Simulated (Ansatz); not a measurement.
Level of theory: Ansatz, DFT PBE, scalar-relativistic, plane waves, PAW. Settings: cutoff 420 eV, Γ-centred meshes spaced at most about 0.3 Å⁻¹, and about 0.25 Å⁻¹ or finer for metals (2π included), Gaussian smearing. Spin is collinear in cells that carry moments; the others ran without spin or lost their moments.

Temperature and zero-point effects are left out.

Two relaxed structures of Sr3Ti2O3:

A. (no moments)

```yaml
crystal:
  lattice:
    - [6.63541, 0.00000, 0.00000]
    - [-3.31771, 5.74644, 0.00000]
    - [0.00000, 0.00000, 5.24169]
  atoms:
    - { symbol: Sr, position: [0.34228, 0.00000, 0.50000] }
    - { symbol: Sr, position: [0.65772, 0.65772, 0.50000] }
    - { symbol: Sr, position: [0.00000, 0.34228, 0.50000] }
    - { symbol: Ti, position: [0.33333, 0.66667, 0.00000] }
    - { symbol: Ti, position: [0.66667, 0.33333, 0.00000] }
    - { symbol: O, position: [0.44945, 0.00000, 0.00000] }
    - { symbol: O, position: [0.55055, 0.55055, 0.00000] }
    - { symbol: O, position: [0.00000, 0.44945, 0.00000] }
```

B. (parallel moments up to 0.5 μB)

```yaml
crystal:
  lattice:
    - [6.67581, 0.00000, 0.00000]
    - [-3.33791, 5.78142, 0.00000]
    - [0.00000, 0.00000, 5.19069]
  atoms:
    - { symbol: Sr, position: [0.34241, 0.00000, 0.50000] }
    - { symbol: Sr, position: [0.65759, 0.65759, 0.50000] }
    - { symbol: Sr, position: [0.00000, 0.34241, 0.50000] }
    - { symbol: Ti, position: [0.33333, 0.66667, 0.00000] }
    - { symbol: Ti, position: [0.66667, 0.33333, 0.00000] }
    - { symbol: O, position: [0.45270, 0.00000, 0.00000] }
    - { symbol: O, position: [0.54730, 0.54730, 0.00000] }
    - { symbol: O, position: [0.00000, 0.45270, 0.00000] }
```

Question: Which magnetic state is lower, and by how much?

Answer: B is lower, by 24 meV/atom. The two are one arrangement of atoms in two magnetic states, so this is the energy between those states, with the strain that each brings. A has space group P-62m (No. 189), 25.0 Å³/atom and no gap on its mesh; B has space group P-62m (No. 189), 25.0 Å³/atom and no gap. In A, Sr has 2 O at 2.72 Å and 4 Ti at 3.41 Å; Ti is surrounded by 3 O at 1.94 Å and 6 Sr at 3.41 Å; around O lie 2 Ti at 1.94 Å and 2 Sr at 2.72 Å. In B, around Sr lie 2 O at 2.70 Å and 4 Ti at 3.40 Å; around Ti lie 3 O at 1.95 Å and 6 Sr at 3.40 Å; around O lie 2 Ti at 1.95 Å and 2 Sr at 2.70 Å. Both come from invented guesses.

For metals, differences of a few meV/atom aren't resolved. The magnetic state reached may not be the lowest.
